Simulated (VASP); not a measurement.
# ZnO (zincite) (P6_3mc) in VASP: a series of runs

One crystal, ZnO (zincite), is run at these levels: PBEsol, PBE; tasks: relaxation of cell and atoms.

All numbers are computed with VASP 6.6.1; they aren't measurements. Logs are shortened: lines on timing, memory, paths and dates and some standing lists are left out, and cuts for length are marked.

## (1) Starting point

The structure is hexagonal, space group P6_3mc (No. 186). The conventional cell has a = 3.236 Å, b = 3.236 Å, c = 5.222 Å, α = 90.00°, β = 90.00°, γ = 120.00°. Zn (site symmetry 3m) has 4 O at 1.97 to 1.98 Å as nearest neighbours. O (site symmetry 3m) has 4 Zn at 1.97 to 1.98 Å as nearest neighbours.

## (2) Relaxation of cell and atoms, PBEsol

INCAR reads:

```
SYSTEM = ZnO
ALGO     = Normal         ! electronic algorithm
EDIFF    = 1E-7           ! SCF threshold, eV
EDIFFG   = -0.005         ! ionic threshold
ENCUT    = 600            ! plane-wave cutoff, eV
GGA      = PS             ! functional
IBRION   = 2              ! ionic algorithm
ISIF     = 3              ! what is computed and relaxed
ISMEAR   = 0              ! smearing method
LASPH    = .TRUE.         ! aspherical terms in the spheres
LCHARG   = .FALSE.        ! write CHGCAR
LREAL    = .FALSE.        ! projectors in reciprocal space
LWAVE    = .FALSE.        ! write WAVECAR
NELM     = 80             ! most SCF steps
NSW      = 90             ! ionic steps
PREC     = Accurate       ! precision mode
SIGMA    = 0.03           ! smearing width, eV
```

KPOINTS reads:

```
k-points
0
G
  9 9 5
  0 0 0
```

POSCAR reads:

```
ZnO                                     
1.0
    3.2361380807      0.0000000000      0.0000000000
   -1.6180690403      2.8025777880      0.0000000000
    0.0000000000     -0.0000000000      5.2217173826
  Zn              O             
     2     2
Direct
     0.3333333332999970    0.6666666667000030    0.4999792802737426
     0.6666666667000030    0.3333333332999970    0.9999792802737425
     0.6666666667000030    0.3333333332999970    0.3790307197262584
     0.3333333332999970    0.6666666667000030    0.8790307197262585
```

Potentials or basis: VASP PAW PBE potentials, release 64 (Zn, O).

On the command line:

```bash
$ cat potpaw_PBE.64/Zn/POTCAR potpaw_PBE.64/O/POTCAR > POTCAR
$ mpirun -np 1 vasp_std > vasp.out
```

OUTCAR:

```text
SYSTEM = ZnO
   EDIFF = 1E-7
   EDIFFG = -0.005
   ENCUT = 600
   GGA = PS
   IBRION = 2
   ISIF = 3
   ISMEAR = 0
   LASPH = .TRUE.
   LREAL = .FALSE.
   NELM = 80
   NSW = 90
   PREC = Accurate

 ion  position               nearest neighbor table
   1  0.333  0.667  0.500-   3 1.97   3 1.97   3 1.97   4 1.98
   2  0.667  0.333  1.000-   4 1.97   4 1.97   4 1.97   3 1.98
   3  0.667  0.333  0.379-   1 1.97   1 1.97   1 1.97   2 1.98
   4  0.333  0.667  0.879-   2 1.97   2 1.97   2 1.97   1 1.98

  LATTYP: Found a hexagonal cell.
 ALAT       =     3.2361380807
 C/A-ratio  =     1.6135644563

  Lattice vectors:

 A1 = (   3.2361380807,   0.0000000000,   0.0000000000)
 A2 = (  -1.6180690403,   2.8025777880,   0.0000000000)
 A3 = (   0.0000000000,   0.0000000000,   5.2217173826)

Analysis of symmetry for initial positions (statically):
=====================================================================
 Subroutine PRICEL returns:
 Original cell was already a primitive cell.

 Routine SETGRP: Setting up the symmetry group for a
 hexagonal supercell.

 Subroutine GETGRP returns: Found 12 space group operations
 (whereof  6 operations were pure point group operations)
 out of a pool of 24 trial point group operations.

The static configuration has the point symmetry C_3v.
 The point group associated with its full space group is C_6v.

Analysis of symmetry for dynamics (positions and initial velocities):
=====================================================================
 Subroutine PRICEL returns:
 Original cell was already a primitive cell.

 Routine SETGRP: Setting up the symmetry group for a
 hexagonal supercell.

 Subroutine GETGRP returns: Found 12 space group operations
 (whereof  6 operations were pure point group operations)
 out of a pool of 24 trial point group operations.

The dynamic configuration has the point symmetry C_3v.
 The point group associated with its full space group is C_6v.

 Subroutine INISYM returns: Found 12 space group operations
 (whereof  6 operations are pure point group operations),
 and found     1 'primitive' translations

----------------------------------------------------------------------------------------

                                     Primitive cell

  volume of cell :      47.3585

  direct lattice vectors                    reciprocal lattice vectors
     3.236138081  0.000000000  0.000000000     0.309010300  0.178407180  0.000000000
    -1.618069040  2.802577788  0.000000000     0.000000000  0.356814360  0.000000000
     0.000000000  0.000000000  5.221717383     0.000000000  0.000000000  0.191507875

  length of vectors
     3.236138081  3.236138081  5.221717383     0.356814360  0.356814360  0.191507875

  position of ions in fractional coordinates (direct lattice)
     0.333333333  0.666666667  0.499979280
     0.666666667  0.333333333  0.999979280
     0.666666667  0.333333333  0.379030720
     0.333333333  0.666666667  0.879030720

  ion indices of the primitive-cell ions
   primitive index   ion index
                 1           1
                 2           2
                 3           3
                 4           4

----------------------------------------------------------------------------------------

 KPOINTS: k-points

Automatic generation of k-mesh.
 Grid dimensions read from file:
 generate k-points for:    9    9    5

 Generating k-lattice:

  Cartesian coordinates                     Fractional coordinates (reciprocal lattice)
     0.034334478  0.019823020  0.000000000     0.111111111 -0.000000000  0.000000000
     0.000000000  0.039646040  0.000000000     0.000000000  0.111111111  0.000000000
     0.000000000  0.000000000  0.038301575     0.000000000  0.000000000  0.200000000

  Length of vectors
[... 64 lines left out ...]
   TEBEG  =    0.0;   TEEND  =   0.0 temperature during run
   PSTRESS=    0.0 pullay stress
   NELECT =      36.0000    total number of electrons
   NUPDOWN=      -1.0000    fix difference up-down
   EMIN   =  10.00;   EMAX   =-10.00  energy-range for DOS
   EFERMI =   0.00;   METHOD = LEGACY
   ISMEAR =     0;   SIGMA  =   0.03  broadening in eV -4-tet -1-fermi 0-gaus
   EFERMI_NEDOS =   21; number of points for ismear=-14 and -15
   IALGO  =     38    algorithm
   IMIX   =      4    mixing-type and parameters
     AMIX     =   0.40;   BMIX     =  1.00
     AMIX_MAG =   1.60;   BMIX_MAG =  1.00
  volume/ion in A,a.u.               =      11.84        79.90
  Fermi-wavevector in a.u.,A,eV,Ry     =   1.494088  2.823418 30.372289  2.232300
  Thomas-Fermi vector in A             =   2.606406
   LORBIT       =      0    0 simple, 1 ext, 2 COOP (PROOUT), +10 PAW based schemes
   GGA     = PS    functional components
   LHFCALC =     F    Hartree Fock is set to
   AEXX    =    0.0000 exact exchange contribution
   IVDW    =     0    specifies the selected vdW correction
   LEPSILON=     F    determine dielectric tensor
   LRPA    =     F    only Hartree local field effects (RPA)
 conjugate gradient relaxation of ions
 non-spin polarized calculation
 Gauss-broadening in eV      SIGMA  =   0.03
  energy-cutoff  :      600.00
  volume of cell :       47.36
 maximum number of plane-waves:      1599
 NGX is ok and might be reduce to    28
   NGX = 13   NGY = 13   NGZ = 21

--------------------------------------- Ionic step        1  -------------------------------------------

 number of electron      36.0000009 magnetization

 Free energy of the ion-electron system (eV)
  ---------------------------------------------------
  ext. energy  EPLUGINS =         0.00000000
  ---------------------------------------------------
  free energy    TOTEN  =       -19.41515963 eV

  energy without entropy =      -19.41515963  energy(sigma->0) =      -19.41515963

------------------------ aborting loop because EDIFF is reached ----------------------------------------

  FORCE on cell =-STRESS in cart. coord.  units (eV):
  Direction    XX          YY          ZZ          XY          YZ          ZX
  --------------------------------------------------------------------------------------
  -------------------------------------------------------------------------------------
  Total        0.0159552      0.0159552      0.0340640      0.0000000      0.0000000      0.0000000
  in kB        0.5397764      0.5397764      1.1524119      0.0000000      0.0000000      0.0000000
  external PRESSURE =       0.7439882 kB  Pullay stress =       0.0000000 kB

 VOLUME and BASIS-vectors are now :
 -----------------------------------------------------------------------------
  energy-cutoff  :      600.00
  volume of cell :       47.36
      direct lattice vectors                 reciprocal lattice vectors
     3.236138081  0.000000000  0.000000000     0.309010300  0.178407180  0.000000000
    -1.618069040  2.802577788  0.000000000     0.000000000  0.356814360  0.000000000
     0.000000000  0.000000000  5.221717383     0.000000000  0.000000000  0.191507875

 POSITION                                       TOTAL-FORCE (eV/Angst)
 -----------------------------------------------------------------------------------
     -0.00000      1.86839      2.61075        -0.000000     -0.000000      0.000464
      1.61807      0.93419      5.22161         0.000000      0.000000      0.000464
      1.61807      0.93419      1.97919         0.000000     -0.000000     -0.000464
     -0.00000      1.86839      4.59005        -0.000000      0.000000     -0.000464
 -----------------------------------------------------------------------------------
    total drift:                                0.000000      0.000000     -0.000392

  FREE ENERGIE OF THE ION-ELECTRON SYSTEM (eV)
  ---------------------------------------------------
  free  energy   TOTEN  =       -19.4151596333 eV

  energy  without entropy=      -19.4151596333  energy(sigma->0) =      -19.41515963

--------------------------------------- Ionic step        2  -------------------------------------------

 number of electron      36.0000009 magnetization

 Free energy of the ion-electron system (eV)
  ---------------------------------------------------
  ext. energy  EPLUGINS =         0.00000000
  ---------------------------------------------------
  free energy    TOTEN  =       -19.41516121 eV

  energy without entropy =      -19.41516121  energy(sigma->0) =      -19.41516121

 E-fermi :   1.2966     XC(G=0): -11.2086

 val. band max:        1.0906943762   @ k =   0.0000   0.0000   0.0000
 cond. band min:       1.7731292915   @ k =   0.0000   0.0000   0.0000
 fundamental gap:      0.6824349153
 Fermi energy:         1.2966029987

 k-point     1 :       0.0000    0.0000    0.0000
  band No.  band energies     occupation
      1     -16.9899      2.00000
      2     -16.2437      2.00000
      3      -4.6701      2.00000
      4      -4.6478      2.00000
      5      -4.6478      2.00000
      6      -4.6038      2.00000
[... 589 lines left out ...]
     21       8.7856      0.00000
     22       9.0862      0.00000

 [... further k-points ...]

------------------------ aborting loop because EDIFF is reached ----------------------------------------

  FORCE on cell =-STRESS in cart. coord.  units (eV):
  Direction    XX          YY          ZZ          XY          YZ          ZX
  --------------------------------------------------------------------------------------
  -------------------------------------------------------------------------------------
  Total       -0.0180025     -0.0180025     -0.0142867     -0.0000000     -0.0000000      0.0000000
  in kB       -0.6085533     -0.6085533     -0.4829474     -0.0000000     -0.0000000      0.0000000
  external PRESSURE =      -0.5666847 kB  Pullay stress =       0.0000000 kB

 VOLUME and BASIS-vectors are now :
 -----------------------------------------------------------------------------
  energy-cutoff  :      600.00
  volume of cell :       47.40
      direct lattice vectors                 reciprocal lattice vectors
     3.236760811  0.000000000  0.000000000     0.308950849  0.178372856  0.000000000
    -1.618380405  2.803117088  0.000000000    -0.000000000  0.356745712  0.000000000
     0.000000000  0.000000000  5.223862642     0.000000000  0.000000000  0.191429229

 POSITION                                       TOTAL-FORCE (eV/Angst)
 -----------------------------------------------------------------------------------
     -0.00000      1.86874      2.61185        -0.000000      0.000000      0.002121
      1.61838      0.93437      5.22378         0.000000     -0.000000      0.002121
      1.61838      0.93437      1.97998        -0.000000      0.000000     -0.002121
     -0.00000      1.86874      4.59191         0.000000     -0.000000     -0.002121
 -----------------------------------------------------------------------------------
    total drift:                                0.000000      0.000000     -0.000394

  FREE ENERGIE OF THE ION-ELECTRON SYSTEM (eV)
  ---------------------------------------------------
  free  energy   TOTEN  =       -19.4151612084 eV

  energy  without entropy=      -19.4151612084  energy(sigma->0) =      -19.41516121

 reached required accuracy - stopping structural energy minimisation
```

It took 44 s on 1 thread of Intel Xeon Platinum 8488C (Sapphire Rapids), shared host; peak memory 0.2 GiB.

What came out:

| Quantity | Value |
| --- | --- |
| Free energy | -19.4152 eV |
| Relaxed volume | 11.85 Å³/atom |
| Relaxed cell | a = 3.237 Å, b = 3.237 Å, c = 5.224 Å, α = 90.00°, β = 90.00°, γ = 120.00° |
| Space group after relaxing (to 0.05 Å) | P6_3mc (No. 186) |
| Energy gained by relaxing | 0.0 meV/atom |
| Ionic steps | 2 |
| Pressure after relaxing | -0.1 GPa |
| Band gap on the k mesh | 0.68 eV, direct |

Forces on the atoms (eV/Å):
```
Zn   0.000  0.000  0.002
Zn   0.000  0.000  0.002
O    0.000  0.000 -0.002
O    0.000  0.000 -0.002
```

Final structure:
```cif
data_structure
_symmetry_space_group_name_H-M 'P 1'
_symmetry_Int_Tables_number 1
_cell_length_a 3.2368
_cell_length_b 3.2368
_cell_length_c 5.2239
_cell_angle_alpha 90.000
_cell_angle_beta 90.000
_cell_angle_gamma 120.000
_cell_volume 47.40
loop_
_atom_site_label
_atom_site_type_symbol
_atom_site_fract_x
_atom_site_fract_y
_atom_site_fract_z
_atom_site_occupancy
Zn1 Zn 0.33333 0.66667 0.49998 1
Zn2 Zn 0.66667 0.33333 0.99998 1
O1 O 0.66667 0.33333 0.37903 1
O2 O 0.33333 0.66667 0.87903 1
```

Levels at points of the mesh, in eV from the valence-band top:
```tsv
k point	band 15	band 16	band 17	band 18	band 19	band 20	band 21	band 22
(0.00, 0.00, 0.00)	-0.81	-0.09	0.00	0.00	0.68	5.13	8.08	12.80
```

Caveat: the PAW data sets were made with another functional, which shifts forces and pressure a little.

## (3) Relaxation of cell and atoms, PBE

This run uses another cell than the first one, of 11.90 Å³/atom, 1.005 times its volume.

INCAR reads:

```
SYSTEM = ZnO
PREC = Accurate ; ENCUT = 600
EDIFF = 1E-6 ; ISMEAR = 0
SIGMA = 0.03 ; LREAL = .FALSE.
LASPH = .TRUE. ; NELM = 80
ALGO = Normal ; ISIF = 3
LWAVE = .FALSE. ; LCHARG = .FALSE.
GGA = PE ; IBRION = 2
NSW = 90 ; EDIFFG = -0.01
```

KPOINTS reads:

```
regular mesh
0
G
  9 9 5
  0 0 0
```

POSCAR reads:

```
ZnO
1.0
    3.2493080000      0.0000000000      0.0000000000
   -1.6246540000      2.8139832727      0.0000000000
    0.0000000000      0.0000000000      5.2057090000
Zn O
2 2
Direct
    0.3333333333      0.6666666667      0.5000000000
    0.6666666667      0.3333333333      0.0000000000
    0.6666666667      0.3333333333      0.3790100000
    0.3333333333      0.6666666667      0.8790100000
```

Potentials or basis: VASP PAW PBE potentials, release 64 (Zn, O).

On the command line:

```bash
$ cat potpaw_PBE.64/Zn/POTCAR potpaw_PBE.64/O/POTCAR > POTCAR
$ mpirun -np 1 vasp_std > vasp.out
```

Wall time 3.7 min (1 thread of Intel Xeon Platinum 8375C at 2.90GHz (Ice Lake), shared host); peak memory 0.2 GiB.

Results (log left out):

* Free energy: -17.8620 eV
* Relaxed volume: 12.39 Å³/atom
* Relaxed cell: a = 3.286 Å, b = 3.286 Å, c = 5.300 Å, α = 90.00°, β = 90.00°, γ = 120.00°
* Space group after relaxing (to 0.05 Å): P6_3mc (No. 186)
* Energy gained by relaxing: 8.9 meV/atom
* Ionic steps: 14
* Pressure after relaxing: 0.1 GPa
* Band gap on the k mesh: 0.72 eV, direct

Forces on the atoms (eV/Å):
```
Zn   0.000  0.000  0.003
Zn   0.000  0.000  0.003
O    0.000  0.000 -0.003
O    0.000  0.000 -0.003
```

Step by step:
```
step  energy change (eV)  largest force (eV/Å)  pressure (GPa)  volume (Å³)
   1              0.0000                0.0741            5.83        47.60
   2             -0.0270                0.0268           -2.61        50.64
   3             -0.0357                0.0011           -0.01        49.59
   4             -0.0357                0.0022           -0.06        49.63
   5             -0.0357                0.0108           -0.01        49.62
   6             -0.0357                0.0152           -0.10        49.62
   7             -0.0358                0.0116           -0.01        49.57
   8             -0.0357                0.0100            0.08        49.54
   9             -0.0357                0.0103            0.14        49.54
  10             -0.0358                0.0109            0.11        49.56
  11             -0.0358                0.0125            0.00        49.56
  12             -0.0358                0.0103            0.12        49.56
  13             -0.0358                0.0121            0.06        49.56
  14             -0.0358                0.0025            0.06        49.57
```

Final structure:
```xyz
4
Lattice="3.2864 0.0000 0.0000 -1.6432 2.8461 0.0000 0.0000 0.0000 5.2998" Properties=species:S:1:pos:R:3 pbc="T T T"
Zn    0.0000    1.8974    2.6489
Zn    1.6432    0.9487    5.2988
O     1.6432    0.9487    2.0097
O     0.0000    1.8974    4.6596
```

Levels at points of the mesh, in eV from the valence-band top:
```tsv
k point	band 14	band 15	band 16	band 17	band 18	band 19	band 20	band 21	band 22
(0.00, 0.00, 0.00)	-0.75	-0.75	-0.08	0.00	0.00	0.72	5.07	8.06	12.69
```

PBE usually gives volumes a little too large and moduli too small. Zero-point motion and thermal expansion aren't in these numbers.
